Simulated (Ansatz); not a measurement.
SrF2:
```xyz
3
Lattice="0.0000 2.9287 2.9287 2.9287 0.0000 2.9287 2.9287 2.9287 0.0000" Properties=species:S:1:pos:R:3 pbc="T T T"
Sr     0.0000     0.0000     0.0000
F      1.4643     1.4643     1.4643
F      4.3930     4.3930     4.3930
```

Relaxed with PBE.

Task: Map the electron localisation function on the plane through (0.000, 0.000, 0.000) spanned by u = [1, 0, 0] and v = [-1, 1, 1] in lattice vectors, from PBE (plane waves, PAW; program Ansatz).

Result: x is the fraction of u, y of v (the angle between them is 90°; rows are the nearest grid lines); atoms in the plane: Sr at (0.00, 0.00), F at (0.50, 0.25), F at (0.50, 0.75).
```
y \ x   0.000  0.0952  0.190  0.286  0.381  0.476  0.524  0.619  0.714  0.810  0.905   1.00
------  -----  ------  -----  -----  -----  -----  -----  -----  -----  -----  -----  -----
1.00    0.007   0.568  0.864  0.289  0.021  0.024  0.024  0.021  0.289  0.864  0.568  0.007
0.931   0.594   0.817  0.821  0.095  0.125  0.369  0.368  0.126  0.092  0.822  0.817  0.594
0.862   0.869   0.830  0.284  0.105  0.700  0.803  0.803  0.702  0.109  0.291  0.831  0.869
0.759   0.080   0.035  0.065  0.644  0.806  0.455  0.455  0.806  0.646  0.065  0.035  0.080
0.690   0.006   0.011  0.143  0.616  0.812  0.742  0.742  0.812  0.616  0.144  0.011  0.006
0.621   0.003   0.008  0.088  0.392  0.660  0.762  0.762  0.661  0.392  0.088  0.008  0.003
0.552   0.002   0.003  0.018  0.060  0.133  0.193  0.192  0.132  0.060  0.018  0.003  0.002
0.448   0.002   0.003  0.018  0.060  0.132  0.192  0.193  0.133  0.060  0.018  0.003  0.002
0.379   0.003   0.008  0.088  0.392  0.661  0.762  0.762  0.660  0.392  0.088  0.008  0.003
0.310   0.006   0.011  0.144  0.616  0.812  0.742  0.742  0.812  0.616  0.143  0.011  0.006
0.241   0.080   0.035  0.065  0.646  0.806  0.455  0.455  0.806  0.644  0.065  0.035  0.080
0.138   0.869   0.831  0.291  0.109  0.702  0.803  0.803  0.700  0.105  0.284  0.830  0.869
0.0690  0.594   0.817  0.822  0.092  0.126  0.368  0.369  0.125  0.095  0.821  0.817  0.594
0.000   0.007   0.568  0.864  0.289  0.021  0.024  0.024  0.021  0.289  0.864  0.568  0.007
```

The density is the valence pseudo-density with augmentation charge, so density and ELF within about 1 Å of a nucleus are not all-electron values.

Space group Fm-3m (fluorite). The cell was relaxed with PBE under the symmetry of its start; phonons on a q-mesh show no instability.

Potentials: the later of the program's two PAW sets.
